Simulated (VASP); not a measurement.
# A VASP 6.6.1 single-point calculation on BN

INCAR

```
EDIFF = 1E-7
ISIF = 2
NBANDS = 11
NSW = 0
LCHARG = .FALSE.
METAGGA = M06L
ISMEAR = -1
PREC = Accurate
LASPH = .TRUE.
LREAL = .FALSE.
IBRION = -1
ENCUT = 520
SIGMA = 0.02
NELECT = 7.98
NELM = 100
LWAVE = .FALSE.
```

KPOINTS

```
KPOINTS created by Atomic Simulation Environment
0
Gamma
12 12 12
0 0 0
```

POSCAR

```
B  N
 1.0000000000000000
     1.2501241103770087    0.7217594916299408    3.1840344343037779
    -1.2501241103770087    0.7217594916299408    3.1840344343037779
     0.0000000000000000   -1.4435189833098814    3.1840344342924438
 B   N
   1   1
Cartesian
  0.0000000000000001 -0.0000000000499878  9.5497637298111560
 -0.0000000000000000 -0.0000000000166338  3.1777739303818007
```

The recommended PBE PAW datasets give the neutral cell 8 valence electrons.

Command

```
mpirun -np 1 vasp_std
```

OSZICAR

```
N       E                     dE             d eps       ncg     rms          rms(c)
DAV:   1    -0.269927516304E+13   -0.26993E+13   -0.23075E+13  6797   0.185E+11
DAV:   2    -0.324096292296E+13   -0.54169E+12   -0.52889E+12  4212   0.950E+11
DAV:   3    -0.328347347705E+13   -0.42511E+11   -0.39807E+11  8196   0.223E+11
DAV:   4    -0.328434303231E+13   -0.86956E+09   -0.84965E+09  6905   0.258E+10
DAV:   5    -0.328437848051E+13   -0.35448E+08   -0.64199E+07  7091   0.225E+09    0.859E+01
DAV:   6     0.387003201972E+03    0.32844E+13   -0.26879E+04  8316   0.691E+02    0.113E+02
DAV:   7    -0.224086230812E+02   -0.40941E+03   -0.46347E+03  6003   0.584E+02    0.297E+01
DAV:   8    -0.514157150109E+04   -0.51192E+04   -0.50802E+04  8316   0.239E+02    0.910E+01
DAV:   9    -0.296241955536E+03    0.48453E+04   -0.22015E+04  7284   0.919E+02    0.612E+01
DAV:  10    -0.358735060690E+04   -0.32911E+04   -0.41356E+04  8214   0.587E+02    0.932E+01
...
DAV:  50     0.109443785352E+03    0.79346E+05   -0.19421E+04  6828   0.900E+02    0.156E+02
DAV:  51    -0.114826575352E+03   -0.22427E+03   -0.50823E+03  6643   0.486E+02    0.328E+01
DAV:  52    -0.955981222974E+02    0.19228E+02   -0.36964E+03  5212   0.369E+02    0.442E+01
DAV:  53    -0.102863952652E+06   -0.10277E+06   -0.10216E+06  7201   0.123E+03    0.109E+02
DAV:  54     0.174678057961E+03    0.10304E+06   -0.20556E+04  7469   0.839E+02    0.453E+01
DAV:  55    -0.764418076615E+01   -0.18232E+03   -0.39539E+03  5935   0.489E+02    0.183E+01
DAV:  56    -0.305970176588E+05   -0.30589E+05   -0.29668E+05  7124   0.422E+02    0.125E+02
DAV:  57     0.153555525099E+03    0.30751E+05   -0.18011E+04  6146   0.925E+02    0.221E+02
DAV:  58    -0.109686290565E+02   -0.16452E+03   -0.39864E+03  6438   0.451E+02    0.182E+01
   1 F= -.10968629E+02 E0= -.10968513E+02  d E =-.231658E-03
```

Standard output (part)

```
POSCAR found type information on POSCAR B N
 POSCAR found :  2 types and       2 ions
 LDA part: xc-table for (None), standard interpolation
 POSCAR, INCAR and KPOINTS ok, starting setup
 WAVECAR not read
 entering main loop
 the old and the new charge density differ
    0.859E+01
 the old and the new charge density differ
 old charge density:     7.98014 new    7.98000
    0.113E+02
 hard stop encountered!  aborting job ...
|     The electronic self-consistency was not achieved in the given           |
|     number of steps (NELM). The forces and other quantities evaluated       |
|     might not be reliable so examine the results carefully. If you find     |
|     spurious results, we suggest increasing NELM, if you were close to      |
|     convergence or switching to a different ALGO or adjusting the           |
|     density mixing parameters otherwise.                                    |
 soft stop encountered!  aborting job ...
 deleting file STOPCAR
```

It was cut off at its time limit.

The cell is charged and sits in a uniform background.

The run took about 16 min on one core of a shared host (Intel Xeon Platinum 8488C) and held 0.19 GiB at most.
